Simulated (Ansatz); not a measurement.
# Sensitivity of the gradients in VBiO4 to the input

Cell: a structure deposited in the COD, ions relaxed with PBE at fixed cell.

Space group I4_1/amd:1 (No. 141); a = 7.3030, c = 6.5840 Å.

```
site  Wyckoff  site symmetry       x       y       z
   V       4b           -4m2  0.0000  0.0000  0.5000
  Bi       4a           -4m2  0.0000  0.5000  0.2500
   O      16h            .m.  0.5000  0.3183  0.8325
```

One atom of each set is listed; the run and its k-mesh use a cell of 12 atoms with edges of 6.12, 6.12, 6.12 Å.

Reference run. Computed with Ansatz: DFT, PBE, plane waves and PAW, scalar-relativistic, 420 eV cutoff, Γ-centred 4×4×4 k-points, Fermi–Dirac smearing 0.02 eV.

Task: The input is changed as follows: `scf.eigensolver.kind`: not typed → davidson; `basis.ecutwfc`: not typed → 18.4 Ry. What happens to V_zz (10²¹ V/m²) and η?

Result: 

| site | V_zz reference | η reference | V_zz changed | η changed |
| --- | --- | --- | --- | --- |
| V | -3.16 | 0.00 | -2.68 | 0.00 |
| Bi | 13.85 | 0.00 | 13.53 | 0.00 |
| O | -3.45 | 0.59 | -3.14 | 0.63 |

The largest change of V_zz is on V, from -3.16 to -2.68. In per cent, |V_zz| changes by -15 on V, -2 on Bi, -9 on O (all sites that start above 0.5). At these positions, which the reference run relaxed to, the changed run has forces up to 0.6 eV/Å, so its atoms aren't at their own equilibrium. New warnings: cutoff below recommended. In the changed run the cutoff of 250 eV lies below the one recommended for these PAW files, so its values aren't converged ones.

On the reference run: Spin–orbit coupling is left out, which shifts gradients on Bi by a few per cent, and by more where contributions nearly cancel.
